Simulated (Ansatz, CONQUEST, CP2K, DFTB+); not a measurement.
# Running H-capped C nanocrystal (octahedron) (26 atoms) with DFTB+

Wanted: DFTB+ inputs and outputs for H-capped C nanocrystal (octahedron) (26 atoms), checked against a plane-wave reference.

Calculated with DFTB+ 25.1; the method is named at each step.

**1. The starting structure**

The cell holds 26 atoms: 10 C and 16 H. Cell: a = 13.826 Å, b = 13.826 Å, c = 13.826 Å, α = 90.0°, β = 90.0°, γ = 90.0°. It derives from C (diamond-structure). Octahedron of size parameter 4.7 Å cut from diamond-structure C (a = 3.567 Å), atoms with fewer than two neighbours dropped, broken bonds capped with H, 9 Å of vacuum; minimised with a classical potential. Then every atom was moved at random, 0.05 Å r.m.s. a Cartesian component (hydrogen 0.6 of that). Regions: crystal, 10 atoms (10 C); hydrogen, 16 atoms (16 H). Vacuum lies along a, b and c.

Structure file:

```xyz
26
Lattice="13.8256 0.0000 0.0000 0.0000 13.8256 0.0000 0.0000 0.0000 13.8256" Properties=species:S:1:pos:R:3
C     6.0361    6.0187    6.0953
C     5.1319    6.8686    6.9457
C     5.9974    7.8151    7.7917
C     6.9342    5.0809    6.9334
C     7.7753    6.0717    7.9019
C     6.8969    6.9207    5.0523
C     7.7889    7.8048    6.1543
C     6.9436    6.9305    8.7700
C     6.9862    8.7563    6.9691
C     8.7436    6.9322    6.9268
H     5.3059    5.3708    5.4109
H     4.4940    6.2926    7.5860
H     4.5054    7.5513    6.3366
H     5.3978    8.4154    8.4047
H     7.5153    4.5177    6.3162
H     6.3435    4.4866    7.5351
H     8.4549    5.3891    8.4347
H     6.3020    7.5769    4.4595
H     7.6013    6.2920    4.4932
H     8.4219    8.4734    5.3400
H     6.2457    6.3025    9.3474
H     7.4909    7.5119    9.3814
H     6.2452    9.3344    6.2871
H     7.5022    9.3315    7.5445
H     9.3063    7.5156    7.5936
H     9.3711    6.2363    6.2658
```

The yardstick, on the same geometry:

| Quantity | Value |
| --- | --- |
| method | Kohn-Sham DFT, PBE, PAW, plane waves (Ansatz 0.2.0); cutoff 420 eV, Γ point, fermi-dirac smearing of 0.05 eV; PAW set soft_2 |
| r.m.s. force component | 2.14 eV/Å |
| longest force | 9.109 eV/Å |
| gap (highest filled to lowest empty level) | 4.745 eV |
| SCF cycles | 8 |
| time | 3.6 s on 4 threads of Intel Xeon 6975P-C (Granite Rapids), shared host |
| CPU time | 10 s |

**2. GFN1-xTB**

Method: GFN1-xTB tight binding, diagonalisation.

dftb_in.hsd reads:

```
Geometry = GenFormat {
  <<< geo.gen
}
Driver = {}
Hamiltonian = xTB {
  Method = "GFN1-xTB"
  SccTolerance = 1e-06
  MaxSccIterations = 300
  Mixer = Broyden { MixingParameter = 0.2 }
  Filling = Fermi { Temperature [K] = 580 }
  KPointsAndWeights = { 0.0 0.0 0.0 1.0 }
}
Analysis {
  PrintForces = Yes
  MullikenAnalysis = Yes
}
ParserOptions { ParserVersion = 14 }
```

geo.gen reads:

```
26 F
C H
1 1 0.43659 0.43533 0.44087
2 1 0.37119 0.49680 0.50238
3 1 0.43379 0.56526 0.56357
4 1 0.50155 0.36750 0.50149
5 1 0.56238 0.43916 0.57154
6 1 0.49885 0.50057 0.36543
7 1 0.56337 0.56452 0.44514
8 1 0.50223 0.50128 0.63433
9 1 0.50531 0.63334 0.50407
10 1 0.63242 0.50140 0.50101
11 2 0.38377 0.38847 0.39137
12 2 0.32505 0.45514 0.54869
13 2 0.32587 0.54618 0.45832
14 2 0.39042 0.60868 0.60791
15 2 0.54358 0.32676 0.45685
16 2 0.45882 0.32451 0.54501
17 2 0.61154 0.38979 0.61008
18 2 0.45582 0.54803 0.32255
19 2 0.54980 0.45510 0.32499
20 2 0.60915 0.61288 0.38624
21 2 0.45175 0.45586 0.67609
22 2 0.54181 0.54333 0.67855
23 2 0.45171 0.67515 0.45474
24 2 0.54263 0.67494 0.54569
25 2 0.67312 0.54360 0.54924
26 2 0.67781 0.45107 0.45320
0.0 0.0 0.0
13.82562 0.00000 0.00000
0.00000 13.82562 0.00000
0.00000 0.00000 13.82562
```

On the command line:

```console
$ OMP_NUM_THREADS=1 dftb+ > output.txt
```

What it wrote:

```text
Reading input file 'dftb_in.hsd'
Parser version: 14
--------------------------------------------------------------------------------
Processed input in HSD format written to 'dftb_pin.hsd'
Starting initialization...
--------------------------------------------------------------------------------
WARNING!
-> Dipole printed for extended system : value printed is not well defined
Mode:                        Static calculation
Self consistent charges:     Yes
SCC-tolerance:                 0.100000E-05
Max. scc iterations:                    300
Shell resolved Hubbard:      Yes
Spin polarisation:           No
Nr. of up electrons:            28.000000
Nr. of down electrons:          28.000000
Periodic boundaries:         Yes
Electronic solver:           Relatively robust
Mixer:                       Broyden mixer
Mixing parameter:                  0.200000
Nr. of chrg. vec. in memory:            300
Max. SCC-cycles:                        300
tblite library version:      0.3.0
-> parametrization:          GFN1-xTB
-> repulsion:                Yes
-> dispersion:               Yes
-> halogen bonding:          Yes
-> electrostatics:           Yes
   -> isotropic:             Yes
   -> anisotropic:           No
   -> third-order:           Yes
Electronic temperature:              0.183675E-02 H      0.499806E-01 eV
Initial charges:             Set automatically (system chrg:   0.000E+00)
Included shells:             C:  s, p
                             H:  s, s2
K-points and weights:           1:  0.000000  0.000000  0.000000     1.000000
K-points in absolute space:     1:  0.000000  0.000000  0.000000
Extra options:
                             Mulliken analysis
                             Force calculation
Force type                   original
--------------------------------------------------------------------------------
***  Geometry step: 0
 iSCC Total electronic   Diff electronic      SCC error
    1   -0.30177331E+02    0.00000000E+00    0.10665406E+01
    2   -0.30177601E+02   -0.30177331E+02    0.84693918E+00
    3   -0.30177627E+02   -0.26926632E-03    0.27125299E-01
    4   -0.30177727E+02   -0.26369863E-04    0.89254368E-02
    5   -0.30177742E+02   -0.99998679E-04    0.21941950E-02
    6   -0.30177743E+02   -0.15288901E-04    0.45850566E-03
    7   -0.30177743E+02   -0.11921097E-05    0.10862668E-03
    8   -0.30177743E+02   -0.53604847E-07    0.38776980E-04
    9   -0.30177743E+02   -0.33328398E-08    0.70586004E-05
   10   -0.30177743E+02   -0.36628833E-09    0.10848162E-05
>> Charges saved for restart in charges.bin
   11   -0.30177743E+02   -0.16715518E-10    0.73367598E-06
Total Energy:                      -29.7585882613 H         -809.7724 eV
Extrapolated to 0K:                -29.7585882613 H         -809.7724 eV
Total Mermin free energy:          -29.7585882613 H         -809.7724 eV
Force related energy:              -29.7585882613 H         -809.7724 eV
Volume:                              0.178341E+05 au^3   0.264274E+04 A^3
Pressure:                           -0.258728E-05 au    -0.761205E+08 Pa
```

detailed.out:

```text
Fermi distribution function
Calculation with static geometry
********************************************************************************
 iSCC Total electronic   Diff electronic      SCC error
   11   -0.30177743E+02   -0.16715518E-10    0.73367598E-06
********************************************************************************
 Total charge:    -0.00000000
 Atomic gross charges (e)
 Atom           Charge
    1      -0.00120218
    2      -0.05021526
    3      -0.02764534
    4      -0.07581796
    5      -0.01415062
    6      -0.07462966
    7       0.00287395
    8      -0.06484588
    9      -0.05919474
   10      -0.06046192
   11       0.00110713
   12       0.03181239
[...]
22       0.03890297
   23       0.02189493
   24       0.04582783
   25       0.03399130
   26       0.02562608
Fermi level:                        -0.2666778825 H           -7.2567 eV
Band energy:                       -30.3633286720 H         -826.2282 eV
TS:                                  0.0000000000 H            0.0000 eV
Band free energy (E-TS):           -30.3633286720 H         -826.2282 eV
Extrapolated E(0K):                -30.3633286720 H         -826.2282 eV
Input / Output electrons (q):     56.0000000000     56.0000000000
Energy H0:                         -30.1785424798 H         -821.1999 eV
Energy SCC:                          0.0007989962 H            0.0217 eV
Total Electronic energy:           -30.1777434836 H         -821.1782 eV
Repulsive energy:                    0.4338905611 H           11.8068 eV
Halogen correction energy:           0.0000000000 H            0.0000 eV
Total energy:                      -29.7585882613 H         -809.7724 eV
Extrapolated to 0:                 -29.7585882613 H         -809.7724 eV
Total Mermin free energy:          -29.7585882613 H         -809.7724 eV
Force related energy:              -29.7585882613 H         -809.7724 eV
Non-constrained calculation
SCC converged
Total Forces
    1     -0.019471103137     -0.024743472734     -0.069279300464
    2      0.014405068633      0.039863925018     -0.004975587667
    3      0.055563514559     -0.018452555068      0.015031515878
    4     -0.009130059115      0.097196297033      0.023921501074
    5      0.039961210670     -0.042544041410     -0.060661355107
    6      0.018814680829     -0.011238809349      0.095520735117
    7      0.031909447775      0.017918897208     -0.116019284228
    8     -0.078658263517     -0.021536314731     -0.055504531310
    9     -0.129088697396     -0.084151478546     -0.075301973896
   10     -0.039742186097     -0.044520721066      0.003541036856
   11      0.027029696110      0.016369460981      0.023451713112
[...]
22      0.036876658523      0.041295706106      0.041433299522
   23      0.028411539866     -0.008639394346      0.016760370102
   24      0.062057809479      0.070982527102      0.069735405981
   25      0.025157850656      0.016379979214      0.011593033435
   26     -0.016268815561      0.020807640391      0.019142373194
Total stress tensor
     -0.000001860900     -0.000001707721     -0.000001289254
     -0.000001707721     -0.000001239363      0.000011384849
     -0.000001289254      0.000011384849     -0.000004661591
Total lattice derivs
      0.001270252056      0.001165692237      0.000880045804
      0.001165692237      0.000845990403     -0.007771309308
      0.000880045804     -0.007771309308      0.003182006649
Maximal derivative component:        0.129089E+00 au
Volume:                              0.178341E+05 au^3
Pressure:                           -0.258728E-05 au    -0.761205E+08 Pa
Warning: dipole moment is not defined absolutely!
Dipole moment:   -0.05608918    0.02794357    0.17304595 au
Dipole moment:   -0.14256449    0.07102548    0.43983896 Debye
```

Run time: 0.14 s. Hardware: 1 thread of Intel Xeon 6975P-C (Granite Rapids), shared host; peak memory 0.16 GiB.

Banners, paths, timers and routine set-up lines are dropped from the logs unmarked, and long logs keep their key lines alone; longer cuts are marked.

Against the reference:

- r.m.s. force component: 2.087 eV/Å
- r.m.s. difference of force components: 181.9 meV/Å
- longest difference of force vectors: 659.7 meV/Å
- force difference over r.m.s. force: 8.502 %
- slope of forces against the reference's: 0.9719
- correlation of force components: 0.9966
- gap (highest filled to lowest empty level): 8.227 eV
- gap difference: 3.482 eV

Length of the force difference by element (eV/Å):

```tsv
element	atoms	mean	most
C	10	0.38	0.66
H	16	0.24	0.36
```

Levels nearest the highest filled one (eV from it): -2.83, -2.54, -2.45, -2.34, -1.70, -1.65, -1.55, -1.48, -1.26, -0.76, -0.31, 0.00, 8.23, 8.27, 8.35, 8.47, 8.52, 8.55, 8.94, 8.99, 9.01, 9.53, 9.65, 9.68.

The surroundings of C7, whose charge lies farthest from its element's mean, nearest first, numbered as they follow in the input and with coordinates relative to it.

```tsv
atom	x	y	z	distance (Å)	bonds	Mulliken charge (e)	Fx	Fy	Fz (eV/Å)
C7	0.00	0.00	0.00	0.00	4	0.00	1.64	0.92	-5.97
H20	0.63	0.67	-0.81	1.23	1	-0.01	-0.92	-1.20	1.96
C9	-0.80	0.95	0.81	1.49	4	-0.06	-6.64	-4.33	-3.87
C10	0.95	-0.87	0.77	1.51	4	-0.06	-2.04	-2.29	0.18
C6	-0.89	-0.88	-1.10	1.67	4	-0.07	0.97	-0.58	4.91
H24	-0.29	1.53	1.39	2.08	1	0.05	3.19	3.65	3.59
H25	1.52	-0.29	1.44	2.11	1	0.03	1.29	0.84	0.60
H23	-1.54	1.53	0.13	2.18	1	0.02	1.46	-0.44	0.86
H26	1.58	-1.57	0.11	2.23	1	0.03	-0.84	1.07	0.98
H19	-0.19	-1.51	-1.66	2.25	1	0.03	-0.39	0.26	-0.01
H18	-1.49	-0.23	-1.69	2.27	1	0.03	-0.40	0.24	-0.41
```

Forces lie 8.5 % from the reference's, at 0.011 times its CPU time (on 1 against 4 cores).

**3. IPEA1-xTB**

Method: IPEA1-xTB tight binding, diagonalisation.

Edit dftb_in.hsd of step 2 so:

```diff
@@ -5,3 +5,3 @@
 Hamiltonian = xTB {
-  Method = "GFN1-xTB"
+  Method = "IPEA1-xTB"
   SccTolerance = 1e-06
```

geo.gen is that of step 2.

On the command line:

```console
$ OMP_NUM_THREADS=1 dftb+ > output.txt
```

What it wrote:

```text
Reading input file 'dftb_in.hsd'
Parser version: 14
--------------------------------------------------------------------------------
Processed input in HSD format written to 'dftb_pin.hsd'
Starting initialization...
--------------------------------------------------------------------------------
WARNING!
-> Dipole printed for extended system : value printed is not well defined
[... lines left out ...]
Force type                   original
--------------------------------------------------------------------------------
***  Geometry step: 0
 iSCC Total electronic   Diff electronic      SCC error
    1   -0.33824230E+02    0.00000000E+00    0.10295615E+01
    2   -0.33829623E+02   -0.33824230E+02    0.78587168E+00
    3   -0.33828658E+02   -0.53931916E-02    0.36693258E-01
[...]
11   -0.33830084E+02   -0.57866600E-10    0.15287650E-05
>> Charges saved for restart in charges.bin
   12   -0.33830084E+02   -0.38085091E-11    0.31576476E-06
Total Energy:                      -33.2168880452 H         -903.8775 eV
Extrapolated to 0K:                -33.2168880452 H         -903.8775 eV
Total Mermin free energy:          -33.2168880452 H         -903.8775 eV
Force related energy:              -33.2168880452 H         -903.8775 eV
Volume:                              0.178341E+05 au^3   0.264274E+04 A^3
Pressure:                           -0.744760E-05 au    -0.219116E+09 Pa
```

detailed.out:

```text
Fermi distribution function
Calculation with static geometry
********************************************************************************
 iSCC Total electronic   Diff electronic      SCC error
   12   -0.33830084E+02   -0.38085091E-11    0.31576476E-06
********************************************************************************
 Total charge:    -0.00000000
 Atomic gross charges (e)
[... lines left out ...]
Fermi level:                        -0.3226631941 H           -8.7801 eV
[... lines left out ...]
Band free energy (E-TS):           -33.7022034556 H         -917.0836 eV
[... lines left out ...]
Total energy:                      -33.2168880452 H         -903.8775 eV
[... lines left out ...]
Total Mermin free energy:          -33.2168880452 H         -903.8775 eV
[... lines left out ...]
SCC converged
Total Forces
[... lines left out ...]
    2      0.021163048739      0.050345443302     -0.007256762907
[...]
25      0.031837885796      0.020082296796      0.014275091519
   26     -0.023533415572      0.028984034017      0.026952671474
Total stress tensor
     -0.000006468258     -0.000002019161     -0.000001509076
     -0.000002019161     -0.000005630787      0.000014651025
     -0.000001509076      0.000014651025     -0.000010243758
Total lattice derivs
      0.004415239025      0.001378280942      0.001030097013
      0.001378280942      0.003843580515     -0.010000803928
      0.001030097013     -0.010000803928      0.006992398995
Maximal derivative component:        0.165163E+00 au
Volume:                              0.178341E+05 au^3
Pressure:                           -0.744760E-05 au    -0.219116E+09 Pa
Warning: dipole moment is not defined absolutely!
Dipole moment:   -0.02699980    0.02631051    0.22688074 au
Dipole moment:   -0.06862665    0.06687466    0.57667337 Debye
```

The job ended after 0.29 s (1 thread; peak memory 0.16 GiB).

Compared with the plane-wave run:

| Property | Result |
| --- | --- |
| r.m.s. force component | 2.699 eV/Å |
| r.m.s. difference of force components | 600.6 meV/Å |
| longest difference of force vectors | 2314 meV/Å |
| force difference over r.m.s. force | 28.07 % |
| slope of forces against the reference's | 1.256 |
| correlation of force components | 0.9958 |
| gap (highest filled to lowest empty level) | 5.223 eV |
| gap difference | 0.4782 eV |

Against the first run (8.5 %), the force difference from the reference is 28 %, at 2.4 times the CPU time.

**4. DFTB 3ob-3-1**

Method: third-order SCC-DFTB tight binding, 3ob-3-1 parameters, diagonalisation.

The folder slako/ holds the set 3ob-3-1.

Edit dftb_in.hsd of step 3 so:

```diff
@@ -4,4 +4,19 @@
 Driver = {}
-Hamiltonian = xTB {
-  Method = "IPEA1-xTB"
+Hamiltonian = DFTB {
+  Scc = Yes
+  SlaterKosterFiles = Type2FileNames {
+    Prefix = "slako/"
+    Separator = "-"
+    Suffix = ".skf"
+  }
+  MaxAngularMomentum {
+    C = "p"
+    H = "s"
+  }
+  ThirdOrderFull = Yes
+  HCorrection = Damping { Exponent = 4.0 }
+  HubbardDerivs {
+    C = -0.1492
+    H = -0.1857
+  }
   SccTolerance = 1e-06
```

geo.gen is that of step 3.

On the command line:

```console
$ OMP_NUM_THREADS=1 dftb+ > output.txt
```

What it wrote:

```text
Reading input file 'dftb_in.hsd'
Parser version: 14
--------------------------------------------------------------------------------
Reading SK-files:
./slako/C-C.skf
./slako/C-H.skf
./slako/H-H.skf
Done.
Processed input in HSD format written to 'dftb_pin.hsd'
[... lines left out ...]
WARNING!
[... lines left out ...]
 iSCC Total electronic   Diff electronic      SCC error
[... lines left out ...]
    2   -0.22906274E+02   -0.22904539E+02    0.17314293E+00
    3   -0.22907648E+02   -0.17346661E-02    0.60109875E-01
[...]
11   -0.22907681E+02   -0.59444005E-10    0.14194552E-05
>> Charges saved for restart in charges.bin
   12   -0.22907681E+02   -0.85620400E-12    0.26310288E-06
Total Energy:                      -23.0969240548 H         -628.4993 eV
Extrapolated to 0K:                -23.0969240548 H         -628.4993 eV
Total Mermin free energy:          -23.0969240548 H         -628.4993 eV
Force related energy:              -23.0969240548 H         -628.4993 eV
Volume:                              0.178341E+05 au^3   0.264274E+04 A^3
Pressure:                           -0.430767E-06 au    -0.126736E+08 Pa
```

detailed.out:

```text
Fermi distribution function
Calculation with static geometry
********************************************************************************
 iSCC Total electronic   Diff electronic      SCC error
   12   -0.22907681E+02   -0.85620400E-12    0.26310288E-06
[... lines left out ...]
Fermi level:                        -0.0404550422 H           -1.1008 eV
[... lines left out ...]
Band free energy (E-TS):           -21.8323012696 H         -594.0871 eV
[... lines left out ...]
Total energy:                      -23.0969240548 H         -628.4993 eV
[... lines left out ...]
Total Mermin free energy:          -23.0969240548 H         -628.4993 eV
[... lines left out ...]
SCC converged
Total Forces
[... lines left out ...]
      0.000000623873     -0.000001640149     -0.000001176801
     -0.000001640149      0.000000796939      0.000009563264
     -0.000001176801      0.000009563264     -0.000002713113
Total lattice derivs
     -0.000425856179      0.001119567169      0.000803285388
      0.001119567205     -0.000543991260     -0.006527893084
      0.000803285488     -0.006527893134      0.001851973290
Maximal derivative component:        0.127770E+00 au
Volume:                              0.178341E+05 au^3
Pressure:                           -0.430767E-06 au    -0.126736E+08 Pa
Warning: dipole moment is not defined absolutely!
Dipole moment:   -0.01019029    0.02487574    0.27043369 au
Dipole moment:   -0.02590114    0.06322783    0.68737394 Debye
```

It took 0.06 s on 1 thread; peak memory 0.16 GiB.

Numbers from this run, and their distance from the reference:

- r.m.s. force component: 2.049 eV/Å
- r.m.s. difference of force components: 266.7 meV/Å
- longest difference of force vectors: 882.9 meV/Å
- force difference over r.m.s. force: 12.46 %
- slope of forces against the reference's: 0.9505
- correlation of force components: 0.9928
- gap (highest filled to lowest empty level): 9.721 eV
- gap difference: 4.976 eV

Against the first run (8.5 %), the force difference from the reference is 12 %, at 0.5 times the CPU time.

(Part 1 of 2 ends here.)

[Also dropped from logs without a mark: logging warnings of Python, and SIESTA's first energy breakdown and zero terms.]

[Logs are printed without paths, hosts, clocks, repeated set-up lines and the standing remarks that a program may print on its own settings, such as how far it seeks lower states.]

[Hosts, paths, dates, database ids (printed as entryN), source tags and the programs' standing remarks are cut or masked in the printed files.]
